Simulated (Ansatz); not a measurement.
**AlNi3: further runs on the relaxed cell**

The task, for AlNi3: see whether it has a gap, which orbitals make up the states near it and how charge is shared and fit an equation of state.

Computed with Ansatz 0.2.0 (DFT PBE, scalar-relativistic, plane waves, PAW, unless a step's input says otherwise).

1 further run of the same task is left out (set aside as unsound or not needed).

## 1. Starting point

It takes space group Pm-3m (No. 221, cubic). Conventional cell: a = 3.567 Å, b = 3.567 Å, c = 3.567 Å, α = 90.00°, β = 90.00°, γ = 90.00°. Al (site symmetry m-3m) is surrounded by 12 Ni at 2.52 Å. Ni (site symmetry 4/mmm) has 4 Al at 2.52 Å and 8 Ni at 2.52 Å as nearest neighbours.

Structure file:

```cif
data_structure
_symmetry_space_group_name_H-M 'Pm-3m'
_symmetry_Int_Tables_number 221
_cell_length_a 3.5667
_cell_length_b 3.5667
_cell_length_c 3.5667
_cell_angle_alpha 90.000
_cell_angle_beta 90.000
_cell_angle_gamma 90.000
_cell_volume 45.37
loop_
_atom_site_label
_atom_site_type_symbol
_atom_site_symmetry_multiplicity
_atom_site_Wyckoff_symbol
_atom_site_fract_x
_atom_site_fract_y
_atom_site_fract_z
_atom_site_occupancy
Al1 Al 1 a 0.00000 0.00000 0.00000 1
Ni1 Ni 3 c 0.00000 0.50000 0.50000 1
```

It goes back to an entry of the Materials Project, which need not be the stable form.

This cell was relaxed beforehand with the same method: volume 11.34 Å³/atom, gap on the mesh none (metal), site moments up to 0.3 μB.

## 2. Static run: bands, density of states and charges

Contents of input.yaml:

```yaml
crystal:
  lattice:
    - [3.5666788828, 0.0, 0.0]
    - [0.0, 3.5666788828, 0.0]
    - [0.0, 0.0, 3.5666788828]
  atoms:
    - { symbol: Al, position: [0.0, 0.0, 0.0] }
    - { symbol: Ni, position: [0.0, 0.5, 0.5], spin: 0.3 }
    - { symbol: Ni, position: [0.5, 0.0, 0.5], spin: 0.3 }
    - { symbol: Ni, position: [0.5, 0.5, 0.0], spin: 0.3 }
basis:
  ecutwfc: 420
kpoints:
  mp_grid: { grid: [12, 12, 12] }
  band_path:
    path:
      - [[0.0, 0.0, 0.0], [0.0, 0.5, 0.0], [0.5, 0.5, 0.0], [0.0, 0.0, 0.0], [0.5, 0.5, 0.5], [0.0, 0.5, 0.0]]
      - [[0.5, 0.5, 0.5], [0.5, 0.5, 0.0]]
    npoints: 14
hamiltonian:
  xc: pbe
scf:
  occupations: { method: gaussian, width: 0.1 }
  n_extra_bands: 10
output:
  forces: true
  stress: true
  eigenvalues: true
  populations: true
  dos: { projected: true, de: 0.02, nscf_kmesh: { grid: [18, 18, 18] } }
  bader: true
magnetization:
  spin_polarized: true
checkpoint:
  read: start.run
  write: ck
  compress: false
  write_wavefunctions: false
  write_every: 100000
```

The run is started by

```bash
ansatz run input.yaml --threads 1 --pin off --max-ram 2560MiB --backend cpu --events-out ev --progress --plain --runs-dir out
```

Standard output, cut to the lines that bear on the results:

```text
Warning: RAYON_NUM_THREADS=1 ignored (pool sized by the plan → 1); use --threads N
scf.n_extra_bands = 10 over 29 filled bands (N_el = 57.0): the run solves 39 bands
[...]
Pseudopotentials: kind: paw
Pseudopotential: Al, paw, valence charge 3, recommended cutoff 420 eV (normal), Al.paw.azcp
Pseudopotential: Ni, paw, valence charge 18, recommended cutoff 420 eV (normal), Ni.paw.azcp
Functional definition: PBE
[...]
Crystal: 4 atoms, lattice volume = 45.372 Å³
Basis set: ecut = 420 eV, 895 PW (Γ), exchange–correlation on 48×48×48 points (8 copies of the dense FFT grid, shifted against one another)
Bands: 39, of which v1, the nominal top of the filled ones, is band 29 counted from 1 (28 counted from 0)
Symmetry: 48 space group operations
Space group: Pm-3m (ITA 221), of the structure as read, at distance tolerance 3.6e-5 Å
Magnetic group: BNS 221.92 (UNI 1594), of the structure as read, at distance tolerance 3.6e-5 Å
k-points: 84 of 1728
[...]
Stability of the state it starts from, as read at its close in the collinear treatment: not read negative (Ritz values of 1 − χ₀K, real part plus size of imaginary part, from 0.81 to 1.0, by its mixing steps under the symmetry group of the SCF that read it); its run was given moments
Starting moments: Σ|m| = 0.9 μB on 3 of 4 sites; this step starts from the density that it was given
[...]
SCF converged after 2 iterations
Magnetization: 0.7408 μB (28.8704 up, 28.1296 down)
Absolute magnetization: 0.9394 μB (∫|ρ↑−ρ↓|, with the PAW one-centre terms)
Spin contamination: 0.0112 ħ² per cell (⟨S²⟩ above its minimum at these occupations)
Per-site moments (μB) at R_I (Å): [(-0.01750218366344574, 1.04033441504138), (0.2759170951076769, 1.04033441504138), (0.27591709510767665, 1.04033441504138), (0.2759170951076767, 1.04033441504138)]
Free energy (F): -18058.399646 eV
[...]
E sigma→0 (E₀):  -18058.391714 eV
Entropy (-TS):   -0.015863 eV (-3.966 meV/atom)
Fermi energy:    15.742839 eV
[...]
--- Forces (eV/Å), atoms counted from 1 ---
  atom   1  Al     0.00000000     0.00000000    -0.00000000
  atom   2  Ni     0.00000000    -0.00000000     0.00000000
  atom   3  Ni    -0.00000000     0.00000000     0.00000000
  atom   4  Ni    -0.00000000    -0.00000000    -0.00000000
[...]
--- Stress (GPa, compression-positive) ---
        0.002775       0.000000       0.000000
        0.000000       0.002775       0.000000
        0.000000       0.000000       0.002775
  P = ⅓ Tr σ = 0.0028 GPa (0.028 kbar)
--- Band table (eV; the first three rows and the last of 168) ---
[...]
--- Löwdin populations: 4 sites ---
  site symbol       q [e]    m [muB]
     0     Al      3.5593    -0.0470
     1     Ni     17.6228     0.2727
     2     Ni     17.6228     0.2727
     3     Ni     17.6228     0.2727
  spilling = 0.010043 (of n_electrons = 57.000000)
--- Bader charges: 4 sites ---
  site symbol  charge [e]  shift [e]    m [muB]
     0     Al      1.8444     0.0013    -0.0156
     1     Ni     -0.6148     0.0004     0.2521
     2     Ni     -0.6148     0.0004     0.2521
     3     Ni     -0.6148     0.0004     0.2521
  estimated error of the sums over rays = 3.7e-4 e
```

It took 2.3 min on 1 thread of Intel Xeon at 2.50GHz (Skylake/Cascade Lake), shared host; peak memory 0.57 GiB.

start.run is the saved state of the run that this one goes on from.

Site by site:

```tsv
atom	moment in the atom's sphere (μB)	Löwdin electrons	Bader charge (e)	Bader volume (Å³)
Al1	-0.02	3.56	+1.84	5.8
Ni2	0.28	17.62	-0.61	13.2
Ni3	0.28	17.62	-0.61	13.2
Ni4	0.28	17.62	-0.61	13.2
```

The Löwdin counts miss 0.57 of the 57 electrons, which the atomic orbitals do not span, so they are no charges.

From bands.tsv, the levels nearest the Fermi level at the path's corners, in eV from the Fermi level:

```
point  band 27 dn  band 28 up  band 28 dn  band 29 up  band 29 dn  band 30 up  band 30 dn  band 31 up
    Γ        0.36       -0.10        0.36        0.81        0.78        0.81        0.78        0.81
    X       -0.81       -0.51       -0.32       -0.10        0.36        5.44        5.50        5.44
    M       -0.77       -0.96       -0.57       -0.59       -0.44        0.80        1.11        0.80
    Γ        0.36       -0.10        0.36        0.81        0.78        0.81        0.78        0.81
    R       -0.87       -0.27       -0.27       -0.27        0.12       -0.27        0.12       -0.24
    X       -0.81       -0.51       -0.32       -0.10        0.36        5.44        5.50        5.44
    R       -0.87       -0.27       -0.27       -0.27        0.12       -0.27        0.12       -0.24
    M       -0.77       -0.96       -0.57       -0.59       -0.44        0.80        1.11        0.80
```

Counts of states by energy window (eV from the Fermi level), total and by projection:

```csv
from,to,total,Al 3p,Ni 4s,Ni 3d
-8,-7,0.61,0.12,0.24,0.03
-7,-6,0.69,0.17,0.18,0.09
-6,-5,0.91,0.28,0.23,0.22
-5,-4,1.90,0.47,0.35,0.89
-4,-3,4.36,0.41,0.40,3.43
-3,-2,7.51,0.51,0.14,6.68
-2,-1,8.15,0.15,0.11,7.72
-1,0,8.28,0.12,0.20,7.65
0,1,1.61,0.21,0.06,1.20
1,2,1.65,0.55,0.16,0.79
2,3,0.99,0.41,0.11,0.29
3,4,0.72,0.27,0.09,0.15
4,5,1.31,0.27,0.45,0.23
5,6,1.19,0.28,0.34,0.14
```

A further 25 or so states lie below the table's range.

## 3. The cell scaled to 0.97 of its volume

Contents of input.yaml:

```yaml
crystal:
  lattice:
    - [3.5306493601, 0.0, 0.0]
    - [0.0, 3.5306493601, 0.0]
    - [0.0, 0.0, 3.5306493601]
  atoms:
    - { symbol: Al, position: [0.0, 0.0, 0.0] }
    - { symbol: Ni, position: [0.0, 0.5, 0.5], spin: 0.3 }
    - { symbol: Ni, position: [0.5, 0.0, 0.5], spin: 0.3 }
    - { symbol: Ni, position: [0.5, 0.5, 0.0], spin: 0.3 }
basis:
  ecutwfc: 420
kpoints:
  mp_grid: { grid: [12, 12, 12] }
hamiltonian:
  xc: pbe
scf:
  occupations: { method: gaussian, width: 0.1 }
output:
  forces: true
  stress: true
  eigenvalues: true
  populations: true
magnetization:
  spin_polarized: true
```

The run is started by

```bash
ansatz run input.yaml --threads 1 --pin off --max-ram 2560MiB --backend cpu --events-out ev --progress --plain --runs-dir out
```

Standard output, cut to the lines that bear on the results:

```text
Warning: RAYON_NUM_THREADS=1 ignored (pool sized by the plan → 1); use --threads N
[...]
[... 4 set-up lines as earlier in the session ...]
[...]
Crystal: 4 atoms, lattice volume = 44.011 Å³
Basis set: ecut = 420 eV, 847 PW (Γ), exchange–correlation on 48×48×48 points (8 copies of the dense FFT grid, shifted against one another)
Bands: 35, of which v1, the nominal top of the filled ones, is band 29 counted from 1 (28 counted from 0)
[... 1 set-up line as earlier in the session ...]
Space group: Pm-3m (ITA 221), of the structure as read, at distance tolerance 3.5e-5 Å
Magnetic group: BNS 221.92 (UNI 1594), of the structure as read, at distance tolerance 3.5e-5 Å
k-points: 84 of 1728
[...]
Starting moments: Σ|m| = 0.9 μB on 3 of 4 sites
[...]
Free energy (F): -18058.375087 eV
[...]
E sigma→0 (E₀):  -18058.367287 eV
Entropy (-TS):   -0.015600 eV (-3.900 meV/atom)
Fermi energy:    16.349440 eV
[...]
--- Forces (eV/Å), atoms counted from 1 ---
  atom   1  Al    -0.00000000     0.00000000    -0.00000000
  atom   2  Ni     0.00000000    -0.00000000     0.00000000
  atom   3  Ni     0.00000000    -0.00000000     0.00000000
  atom   4  Ni    -0.00000000     0.00000000    -0.00000000
[...]
--- Stress (GPa, compression-positive) ---
        5.946948       0.000000       0.000000
        0.000000       5.946948       0.000000
        0.000000       0.000000       5.946948
  P = ⅓ Tr σ = 5.9469 GPa (59.469 kbar)
--- Band table (eV; the first three rows and the last of 168) ---
[...]
--- Löwdin populations: 4 sites ---
  site symbol       q [e]    m [muB]
     0     Al      3.5512    -0.0450
     1     Ni     17.6257     0.2662
     2     Ni     17.6257     0.2662
     3     Ni     17.6257     0.2662
  spilling = 0.010028 (of n_electrons = 57.000000)
```

Wall time 50 s (1 thread of Intel Xeon at 2.50GHz (Skylake/Cascade Lake), shared host); peak memory 0.52 GiB.

By site:

```tsv
atom	moment in the atom's sphere (μB)	Löwdin electrons
Al1	-0.02	3.55
Ni2	0.27	17.63
Ni3	0.27	17.63
Ni4	0.27	17.63
```

The Löwdin counts miss 0.57 of the 57 electrons, which the atomic orbitals do not span, so they are no charges.

## 4. Volume × 1.03

input.yaml, as its differences from that of step 3:

```diff
@@ -2,5 +2,5 @@
   lattice:
-    - [3.5306493601, 0.0, 0.0]
-    - [0.0, 3.5306493601, 0.0]
-    - [0.0, 0.0, 3.5306493601]
+    - [3.6019948319, 0.0, 0.0]
+    - [0.0, 3.6019948319, 0.0]
+    - [0.0, 0.0, 3.6019948319]
   atoms:
```

The run is started by

```bash
ansatz run input.yaml --threads 1 --pin off --max-ram 2560MiB --backend cpu --events-out ev --progress --plain --runs-dir out
```

Standard output, cut to the lines that bear on the results:

```text
Warning: RAYON_NUM_THREADS=1 ignored (pool sized by the plan → 1); use --threads N
[...]
[... 4 set-up lines as earlier in the session ...]
[...]
Crystal: 4 atoms, lattice volume = 46.734 Å³
Basis set: ecut = 420 eV, 925 PW (Γ), exchange–correlation on 50×50×50 points (8 copies of the dense FFT grid, shifted against one another)
Bands: 35, of which v1, the nominal top of the filled ones, is band 29 counted from 1 (28 counted from 0)
[... 2 set-up lines as earlier in the session ...]
Magnetic group: BNS 221.92 (UNI 1594), of the structure as read, at distance tolerance 3.6e-5 Å
k-points: 84 of 1728
[...]
Starting moments: Σ|m| = 0.9 μB on 3 of 4 sites
[...]
Free energy (F): -18058.377711 eV
[...]
E sigma→0 (E₀):  -18058.369604 eV
Entropy (-TS):   -0.016215 eV (-4.054 meV/atom)
Fermi energy:    15.171536 eV
[...]
--- Forces (eV/Å), atoms counted from 1 ---
  atom   1  Al    -0.00000000     0.00000000     0.00000000
  atom   2  Ni     0.00000000     0.00000000    -0.00000000
  atom   3  Ni     0.00000000    -0.00000000    -0.00000000
  atom   4  Ni     0.00000000    -0.00000000     0.00000000
[...]
--- Stress (GPa, compression-positive) ---
       -5.021541       0.000000       0.000000
        0.000000      -5.021541       0.000000
        0.000000       0.000000      -5.021541
  P = ⅓ Tr σ = -5.0215 GPa (-50.215 kbar)
--- Band table (eV; the first three rows and the last of 168) ---
[...]
--- Löwdin populations: 4 sites ---
  site symbol       q [e]    m [muB]
     0     Al      3.5668    -0.0489
     1     Ni     17.6201     0.2784
     2     Ni     17.6201     0.2784
     3     Ni     17.6201     0.2784
  spilling = 0.010053 (of n_electrons = 57.000000)
```

It took 67 s on 1 thread of Intel Xeon at 2.50GHz (Skylake/Cascade Lake), shared host; peak memory 0.53 GiB.

By site:

```tsv
atom	moment in the atom's sphere (μB)	Löwdin electrons
Al1	-0.02	3.57
Ni2	0.28	17.62
Ni3	0.28	17.62
Ni4	0.28	17.62
```

The Löwdin counts miss 0.57 of the 57 electrons, which the atomic orbitals do not span, so they are no charges.

## 5. The cell scaled to 0.94 of its volume

input.yaml, as its differences from that of step 4:

```diff
@@ -2,5 +2,5 @@
   lattice:
-    - [3.6019948319, 0.0, 0.0]
-    - [0.0, 3.6019948319, 0.0]
-    - [0.0, 0.0, 3.6019948319]
+    - [3.4938690879, 0.0, 0.0]
+    - [0.0, 3.4938690879, 0.0]
+    - [0.0, 0.0, 3.4938690879]
   atoms:
```

The run is started by

```bash
ansatz run input.yaml --threads 1 --pin off --max-ram 2560MiB --backend cpu --events-out ev --progress --plain --runs-dir out
```

Standard output, cut to the lines that bear on the results:

```text
Warning: RAYON_NUM_THREADS=1 ignored (pool sized by the plan → 1); use --threads N
[...]
[... 4 set-up lines as earlier in the session ...]
[...]
Crystal: 4 atoms, lattice volume = 42.650 Å³
Basis set: ecut = 420 eV, 847 PW (Γ), exchange–correlation on 48×48×48 points (8 copies of the dense FFT grid, shifted against one another)
Bands: 35, of which v1, the nominal top of the filled ones, is band 29 counted from 1 (28 counted from 0)
[... 2 set-up lines as earlier in the session ...]
Magnetic group: BNS 221.92 (UNI 1594), of the structure as read, at distance tolerance 3.5e-5 Å
k-points: 84 of 1728
[...]
Starting moments: Σ|m| = 0.9 μB on 3 of 4 sites
[...]
Free energy (F): -18058.295546 eV
[...]
E sigma→0 (E₀):  -18058.287814 eV
Entropy (-TS):   -0.015464 eV (-3.866 meV/atom)
Fermi energy:    16.994727 eV
[...]
--- Forces (eV/Å), atoms counted from 1 ---
  atom   1  Al    -0.00000000     0.00000000     0.00000000
  atom   2  Ni     0.00000000    -0.00000000     0.00000000
  atom   3  Ni     0.00000000    -0.00000000     0.00000000
  atom   4  Ni    -0.00000000     0.00000000     0.00000000
[...]
--- Stress (GPa, compression-positive) ---
       12.977718       0.000000       0.000000
       -0.000000      12.977718       0.000000
        0.000000       0.000000      12.977718
  P = ⅓ Tr σ = 12.9777 GPa (129.777 kbar)
--- Band table (eV; the first three rows and the last of 168) ---
[...]
--- Löwdin populations: 4 sites ---
  site symbol       q [e]    m [muB]
     0     Al      3.5425    -0.0428
     1     Ni     17.6290     0.2584
     2     Ni     17.6290     0.2584
     3     Ni     17.6290     0.2584
  spilling = 0.010009 (of n_electrons = 57.000000)
```

Run time: 51 s. Hardware: 1 thread of Intel Xeon at 2.50GHz (Skylake/Cascade Lake), shared host; peak memory 0.51 GiB.

## 6. Point at V/V0 = 1.06

input.yaml, as its differences from that of step 5:

```diff
@@ -2,5 +2,5 @@
   lattice:
-    - [3.4938690879, 0.0, 0.0]
-    - [0.0, 3.4938690879, 0.0]
-    - [0.0, 0.0, 3.4938690879]
+    - [3.6366315224, 0.0, 0.0]
+    - [0.0, 3.6366315224, 0.0]
+    - [0.0, 0.0, 3.6366315224]
   atoms:
```

The run is started by

```bash
ansatz run input.yaml --threads 1 --pin off --max-ram 2560MiB --backend cpu --events-out ev --progress --plain --runs-dir out
```

Standard output, cut to the lines that bear on the results:

```text
Warning: RAYON_NUM_THREADS=1 ignored (pool sized by the plan → 1); use --threads N
[...]
[... 4 set-up lines as earlier in the session ...]
[...]
Crystal: 4 atoms, lattice volume = 48.095 Å³
Basis set: ecut = 420 eV, 925 PW (Γ), exchange–correlation on 50×50×50 points (8 copies of the dense FFT grid, shifted against one another)
Bands: 35, of which v1, the nominal top of the filled ones, is band 29 counted from 1 (28 counted from 0)
[... 2 set-up lines as earlier in the session ...]
Magnetic group: BNS 221.92 (UNI 1594), of the structure as read, at distance tolerance 3.6e-5 Å
k-points: 84 of 1728
[...]
Starting moments: Σ|m| = 0.9 μB on 3 of 4 sites
[...]
Free energy (F): -18058.316494 eV
[...]
E sigma→0 (E₀):  -18058.308177 eV
Entropy (-TS):   -0.016633 eV (-4.158 meV/atom)
Fermi energy:    14.632536 eV
[...]
--- Forces (eV/Å), atoms counted from 1 ---
  atom   1  Al    -0.00000000     0.00000000     0.00000000
  atom   2  Ni     0.00000000     0.00000000     0.00000000
  atom   3  Ni    -0.00000000    -0.00000000    -0.00000000
  atom   4  Ni     0.00000000     0.00000000    -0.00000000
[...]
--- Stress (GPa, compression-positive) ---
       -9.265361       0.000000      -0.000000
        0.000000      -9.265361       0.000000
        0.000000       0.000000      -9.265361
  P = ⅓ Tr σ = -9.2654 GPa (-92.654 kbar)
--- Band table (eV; the first three rows and the last of 168) ---
[...]
--- Löwdin populations: 4 sites ---
  site symbol       q [e]    m [muB]
     0     Al      3.5737    -0.0508
     1     Ni     17.6177     0.2835
     2     Ni     17.6177     0.2835
     3     Ni     17.6177     0.2835
  spilling = 0.010057 (of n_electrons = 57.000000)
```

Run time: 67 s. Hardware: 1 thread of Intel Xeon at 2.50GHz (Skylake/Cascade Lake), shared host; peak memory 0.53 GiB.

Site by site:

```tsv
atom	moment in the atom's sphere (μB)	Löwdin electrons
Al1	-0.02	3.57
Ni2	0.29	17.62
Ni3	0.29	17.62
Ni4	0.29	17.62
```

The Löwdin counts miss 0.57 of the 57 electrons, which the atomic orbitals do not span, so they are no charges.

## 7. Equation of state

```tsv
volume (Å³/atom)	energy above the lowest point (meV/atom)	pressure (GPa)	gap on the mesh (eV)	largest moment (μB)
10.663	26.0	12.98	0.00	0.26
11.003	6.1	5.95	0.00	0.27
11.343	0.0	0.00	0.00	0.28
11.683	5.5	-5.02	0.00	0.28
12.024	20.9	-9.27	0.00	0.29
```

## 8. Results

| quantity | value |
| --- | --- |
| gap | none (metal) |
| states at the Fermi level | 3.11 per eV per cell |
| Bader charges | Al +1.84, Ni -0.61 e |
| equilibrium volume of the fit | 11.34 Å³/atom |
| bulk modulus | 182 GPa |
| its pressure derivative | 4.6 |

It comes out metallic. Of the projected weight within 0.25 eV of the Fermi level, the largest part is Ni 3d (89 %). Charge transfer between the atoms is strong (Bader charges up to 1.8 e). The fit puts the minimum at 11.34 Å³/atom with B = 182 GPa and B' = 4.6.
